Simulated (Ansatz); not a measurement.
# Sn8O15: the cost of one run

Program: Ansatz 0.2.0. Level of theory: DFT PBE, scalar-relativistic, plane waves, PAW. These are calculated values, not measurements.

2 further runs of the same task are left out: 1 that didn't finish, 1 set aside as unsound or not needed.

### 1 The structure to begin with

The structure is tetragonal, space group P4_2/mnm (No. 136). Conventional cell: a = 4.827 Å, b = 4.827 Å, c = 3.238 Å, α = 90.00°, β = 90.00°, γ = 90.00°. Around Sn (site symmetry mmm) lie 6 O at 2.09 Å. Around O (site symmetry m2m) lie 3 Sn at 2.09 Å.

Structure file:

```cif
data_structure
_symmetry_space_group_name_H-M 'P4_2/mnm'
_symmetry_Int_Tables_number 136
_cell_length_a 4.8272
_cell_length_b 4.8272
_cell_length_c 3.2382
_cell_angle_alpha 90.000
_cell_angle_beta 90.000
_cell_angle_gamma 90.000
_cell_volume 75.45
loop_
_atom_site_label
_atom_site_type_symbol
_atom_site_symmetry_multiplicity
_atom_site_Wyckoff_symbol
_atom_site_fract_x
_atom_site_fract_y
_atom_site_fract_z
_atom_site_occupancy
Sn1 Sn 2 a 0.50000 0.50000 0.50000 1
O1 O 4 f 0.19342 0.80658 0.50000 1
```

It goes back to an entry of the Materials Project.

It is the result of an earlier relaxation at this level (volume 12.58 Å³/atom; gap on the mesh: 0.68 eV).

The host's static dielectric tensor, from an earlier linear-response run, has a mean of 12.98.

The perfect supercell (rows 1 -1 0; 1 1 0; -1 0 2 in vectors of this cell) was computed beforehand with the same settings: E(σ→0) = -57271.8735 eV for 24 atoms, gap 0.68 eV on its own mesh.

### 2 Making the defect

The atom at (0.818, 0.625, 0.250) of the supercell is taken out. A small random displacement (spread 0.05 Å) lets the symmetry of the site break. Its neighbours are 3 Sn at 2.09 Å.

### 3 Charge state 0

input.yaml

```yaml
crystal:
  lattice:
    - [4.8271903452, -4.8271903452, 0.0]
    - [4.8271903452, 4.8271903452, 0.0]
    - [-4.8271903452, 0.0, 6.4763045089]
  atoms:
    - { symbol: Sn, position: [0.129203878, 0.6416046484, 0.2513665776] }
    - { symbol: Sn, position: [0.375, 0.875, 0.75] }
    - { symbol: Sn, position: [0.625, 0.125, 0.25] }
    - { symbol: Sn, position: [0.875, 0.375, 0.75] }
    - { symbol: Sn, position: [0.5023290763, 0.5037158424, -0.0013484019] }
    - { symbol: Sn, position: [0.7498738025, 0.7444787323, 0.4992317199] }
    - { symbol: Sn, position: [0.0, 0.0, 0.0] }
    - { symbol: Sn, position: [0.25, 0.25, 0.5] }
    - { symbol: O, position: [0.0684234766, 0.875, 0.75] }
    - { symbol: O, position: [0.3184234766, 0.125, 0.25] }
    - { symbol: O, position: [0.5684234766, 0.375, 0.75] }
    - { symbol: O, position: [0.4315765234, 0.625, 0.25] }
    - { symbol: O, position: [0.6815765234, 0.875, 0.75] }
    - { symbol: O, position: [0.9315765234, 0.125, 0.25] }
    - { symbol: O, position: [0.1815765234, 0.375, 0.75] }
    - { symbol: O, position: [0.0, 0.3065765234, 0.0] }
    - { symbol: O, position: [0.25, 0.5565765234, 0.5] }
    - { symbol: O, position: [0.5, 0.8065765234, 0.0] }
    - { symbol: O, position: [0.75, 0.0565765234, 0.5] }
    - { symbol: O, position: [0.0, 0.6934234766, 0.0] }
    - { symbol: O, position: [0.25, 0.9434234766, 0.5] }
    - { symbol: O, position: [0.5, 0.1934234766, 0.0] }
    - { symbol: O, position: [0.75, 0.4434234766, 0.5] }
  host:
    lattice:
      - [4.8271903452, 0.0, 0.0]
      - [0.0, 4.8271903452, 0.0]
      - [0.0, 0.0, 3.2381522545]
    atoms:
      - { symbol: Sn, position: [0.5, 0.5, 0.5] }
      - { symbol: Sn, position: [0.0, 0.0, 0.0] }
      - { symbol: O, position: [0.1934234766, 0.8065765234, 0.5] }
      - { symbol: O, position: [0.8065765234, 0.1934234766, 0.5] }
      - { symbol: O, position: [0.3065765234, 0.3065765234, 0.0] }
      - { symbol: O, position: [0.6934234766, 0.6934234766, 0.0] }
basis:
  ecutwfc: 420
  xc_grid: 2
kpoints:
  mp_grid: { grid: [3, 3, 3], shift: [0.0, 0.0, 0.0] }
hamiltonian:
  xc: pbe
scf:
  occupations: { method: gaussian, width: 0.01 }
output:
  forces: true
  stress: false
  eigenvalues: true
  charged_corrections:
    defect_position: [0.81842348, 0.625, 0.25]
    epsilon: [[14.0248, 0.0, 0.0], [0.0, 14.0248, 0.0], [0.0, 0.0, 10.8937]]
  write_density: true
  write_potential: true
  elf: true
  volumetric_format: npy
relax:
  adjacent_minimum: "off"
  f_tol: 0.025
  max_steps: 45
```

Run with:

```console
$ ansatz run input.yaml --threads 4 --pin off --max-ram 10240MiB --backend cpu --events-out ev --progress --plain --runs-dir out
```

Q: Estimate wall time and peak memory on 4 threads of Arm Neoverse V1, shared host.

About 1.8 min, with a peak of 1.2 GiB.
